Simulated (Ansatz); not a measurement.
**HfO2: from a trial structure to a relaxed crystal**

Method: Ansatz, DFT PBE, scalar-relativistic, plane waves, PAW. Cutoff 420 eV, Γ-centred k mesh, Gaussian smearing, no spin polarisation in the final step.

The start is a random cell of HfO2 with space group I4/mmm (No. 139), drawn with lower limits on the distances.

```xyz
6
Lattice="-2.9316 2.9316 2.4415 2.9316 -2.9316 2.4415 2.9316 2.9316 -2.4415" Properties=species:S:1:pos:R:3 pbc="T T T"
Hf    2.9316    0.0000    1.2207
Hf    0.0000    2.9316    1.2207
O     2.9316    1.4658    0.0000
O     1.4658    2.9316    0.0000
O     1.4658    0.0000    2.4415
O     0.0000    1.4658    2.4415
```

Steps on the 4×4×4 mesh (6 atoms). 11 of 22 steps are shown, and the free energy counts from the last. Trial steps that were taken back and renewals of the plane-wave basis can be among the rows.

| step | ΔF (meV/atom) | V (Å³/atom) | P (GPa) | largest force component (eV/Å) |
| --- | --- | --- | --- | --- |
| 1 | 1459.1 | 13.99 | 55.22 | 2.333 |
| 3 | 594.7 | 16.61 | 21.40 | 1.557 |
| 5 | 291.5 | 19.95 | 0.71 | 0.157 |
| 7 | 289.5 | 20.36 | -0.13 | 0.028 |
| 9 | 88.8 | 22.35 | 3.19 | 0.011 |
| 11 | 73.3 | 24.99 | 0.17 | 0.059 |
| 14 | 26.9 | 26.86 | 0.67 | 0.025 |
| 16 | 28.8 | 28.66 | 0.06 | 0.024 |
| 18 | 9.0 | 30.07 | 0.28 | 0.015 |
| 20 | 13.0 | 32.07 | -0.14 | 0.049 |
| 22 | 0.0 | 32.16 | 0.19 | 0.004 |

Steps on the 6×6×6 mesh (6 atoms). 12 of 27 steps are shown, and the free energy counts from the last.

```
step  ΔF (meV/atom) V (Å³/atom) P (GPa) largest force component (eV/Å)
   1            9.6        32.16     0.19                           0.004
   3           11.2        34.18    -0.04                           0.060
   6           10.6        33.90     0.00                           0.001
   8            7.3        34.99     0.07                           0.007
  10            4.7        35.43     0.13                           0.001
  13            7.1        37.36     0.00                           0.000
  15            4.9        38.89     0.04                           0.001
  18            1.7        39.60     0.04                           0.000
  20            4.7        41.69     0.01                           0.010
  22            0.7        41.59     0.03                           0.001
  25            0.1        43.41     0.03                           0.005
  27            0.0        43.91     0.03                           0.001
```

A final relaxation ran on a 6×6×6 mesh. The relaxed crystal, I4/mmm (No. 139):

```
Hf O
1.0
    -4.71369    4.71369    2.96458
     4.71369   -4.71369    2.96458
     4.71369    4.71369   -2.96458
Hf O
2 4
Direct
  0.25000 0.75000 0.50000
  0.75000 0.25000 0.50000
  0.14016 0.50000 0.64016
  0.50000 0.14016 0.64016
  0.50000 0.85984 0.35984
  0.85984 0.50000 0.35984
```

```yaml
Volume_per_atom: 43.9 Å³
Density: 2.7 g/cm³
Energy_over_the_elements: -2.694 eV/atom
Gap_on_the_6×6×6_mesh: 3.88 eV
```

The zero of energy is the elements' standard structures at the same level (O₂ as a molecule); no fitted shifts are applied.

The final run used a 6×6×6 mesh on its 6-atom cell and 0.02 eV smearing. No dispersion correction is applied, so the spacing between layers, chains or molecules is poorly fixed, and with it the volume and density. Spin–orbit coupling is left out.

A structure relaxed within its symmetry needn't be a true minimum.

Cost: 3 runs of about 5.4 core-minutes in all, on Intel Xeon 6975P-C (Granite Rapids) (shared hosts).